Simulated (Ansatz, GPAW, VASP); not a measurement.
Hg: programs and potentials compared

```
Hg
1.0
     3.32056    0.00000    0.00000
    -1.47214    3.07613    0.00000
     0.00000    0.00000   23.12061
Hg
4
Direct
  0.48999 0.45424 0.32439
  0.06819 0.86510 0.44214
  0.40177 0.49761 0.55786
  0.97998 0.90848 0.67561
```

Alike in all runs: task single point; functional PBE; k mesh 9 × 9 × 1; occupations fermi-dirac, width 0.05 eV; no spin polarisation; no spin-orbit coupling.

```tsv
program and potentials	plane-wave cutoff (eV)	notes	largest force (eV/Å)
Ansatz, Ansatz PAW	420	20 valence electrons an atom on average	0.121
VASP, PBE PAW files Hg, 520 eV	520	12 valence electrons an atom on average	?
GPAW, GPAW PAW data sets (gpaw-data 1.2.1)	450	18 valence electrons an atom on average	0.121
```

Question: Estimate from the other rows what the run with VASP, PBE PAW files Hg, 520 eV gave.

Answer: Largest force 0.134 eV/Å. The other rows, which needn't bracket it: largest force 0.121.
